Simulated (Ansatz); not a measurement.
Input of an Ansatz 0.2.0 run:

input.yaml

```yaml
crystal:
  lattice:
    - [0.0, 1.9609, 1.9609]
    - [1.9609, 0.0, 1.9609]
    - [1.9609, 1.9609, 0.0]
  atoms:
    - { symbol: Pt, position: [0.0, 0.0, 0.0] }
hamiltonian:
  xc: pbe
  pseudopotentials: { kind: paw }
kpoints:
  mp_grid: { grid: [12, 12, 12] }
scf:
  occupations: { method: gaussian, width: 0.026 }
output:
  forces: true
  stress: true
  eigenvalues: true
  write_density: true
  write_potential: true
  elf: true
  volumetric_format: npy
```

Potentials or basis: Ansatz PAW.

Launch:

```sh
$ ansatz run input.yaml --threads 2 --pin off --max-ram 5632MiB --backend cpu --events-out ev --progress --plain --runs-dir out
```

Task: What does it give for the pressure?

Result: 10.2 GPa.

Task: What does it give for the band gap on the k mesh?

Result: None (metal or under the smearing width).

The run has no spin-orbit coupling, so splittings on Pt are missing.
